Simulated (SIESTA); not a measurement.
Runs of SIESTA 5.4.2 on TePb. It takes space group Fm-3m (No. 225, cubic). The conventional cell has a = 6.462 Å, b = 6.462 Å, c = 6.462 Å, α = 90.00°, β = 90.00°, γ = 90.00°. Around Pb (site symmetry m-3m) lie 6 Te at 3.23 Å. Te (site symmetry m-3m) is surrounded by 6 Pb at 3.23 Å. 

| task | level | potentials or basis | spin | cell | k mesh | displacement | optimiser | force tolerance | stress tolerance (GPa) | grid cutoff | energy shift | pressure (GPa) |
| --- | --- | --- | --- | --- | --- | --- | --- | --- | --- | --- | --- | --- |
| band structure | PBEsol | PseudoDojo 0.4 standard (PBEsol files), DZP (energy shift 0.003 Ry; two zetas on semicore shells) | off | as given | 7 × 7 × 7 | - | - | - | - | 500 Ry | 0.003 Ry | 0.1 |
| single point | PBE | SPMS 1.0 (PBE files) or PseudoDojo by element, DZP (energy shift 0.003 Ry; two zetas on semicore shells) | off | as given | 7 × 7 × 7 | - | - | - | - | 500 Ry | 0.003 Ry | 2.5 |
| band structure | BLYP | PseudoDojo 0.4 standard (PBE files), DZP (energy shift 0.002 Ry) | off | as given | 7 × 7 × 7 | - | - | - | - | 500 Ry | 0.002 Ry | 6.1 |
| band structure | PBE | PseudoDojo 0.4 standard (PBE files), TZ (energy shift 0.01 Ry) | off | as given | 7 × 7 × 7 | - | - | - | - | 500 Ry | 0.01 Ry | (a) |
| relaxation of cell and atoms | PBEsol | PseudoDojo 0.4 standard (PBEsol files), DZP (energy shift 0.003 Ry; two zetas on semicore shells) | off | relaxed | 5 × 5 × 5 | - | Broyden | 0.01 eV/Å | 0.05 | 500 Ry | 0.003 Ry | 0.0 |
| band structure | PBE | PseudoDojo 0.4 standard (PBE files), SZ (energy shift 0.002 Ry) | off | as given | 7 × 7 × 7 | - | - | - | - | 500 Ry | 0.002 Ry | (b) |

Alike in all rows: smearing fermi-dirac 0.05 eV.

Task: Fill in the values left out.

Result: (a) 0.4; (b) 5.7.

Caveats: the basis of atomic orbitals isn't converged, which shifts pressures, moduli and gaps; semicore shells carry a single zeta, which can move pressures by several GPa and volumes by a few percent (some runs); the basis has no polarisation orbitals (some runs); the potentials were made for another functional, which shifts forces and pressure (some runs).

Not every run made on this cell is shown here.
